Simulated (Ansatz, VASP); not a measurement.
# One calculation of SnSe, two programs

```
CELL_PARAMETERS angstrom
0.00000 3.39084 3.39084
3.39084 0.00000 3.39084
3.39084 3.39084 0.00000
ATOMIC_POSITIONS crystal
Sn 0.00000 0.00000 0.00000
Se 0.75000 0.75000 0.75000
```

The cell was built by a generator and needn't be a form met in nature.

Alike in both runs: task relaxation of cell and atoms; functional PBE; k mesh 7 × 7 × 7; occupations fermi-dirac, width 0.05 eV; no spin polarisation.

```csv
,VASP,Ansatz
version,VASP 6.6.1,Ansatz 0.2.0
potentials or method,"VASP PAW PBE potentials, release 64 (Sn_d, Se)",Ansatz PAW
plane-wave cutoff (eV),600,420
valence electrons in the cell,20,30
```

```tsv
	VASP	Ansatz	Ansatz less VASP
gap on the k mesh at the Fermi level, each at its own relaxed structure (eV)	0.30	0.30	+0.001
relaxed volume (Å³/atom)	38.99	38.99	0.000
relaxed cell length with the largest relative difference (Å)	4.795	4.795	0.0000
```

The two sets of potentials don't hold the same shells in valence.

Caveats: spin-orbit coupling is left out, which moves the levels of the heavy elements; the relaxation stopped at its first step, so nothing moved (VASP); an odd mesh through Γ misses points on the zone boundary, where band edges often lie (VASP); odd divisions of the mesh miss points on the zone boundary, where band edges often lie, so the gap on the mesh can be too wide (Ansatz); the plane-wave basis is chosen anew once the cell has moved, so the energies of steps on either side of that aren't comparable (Ansatz).
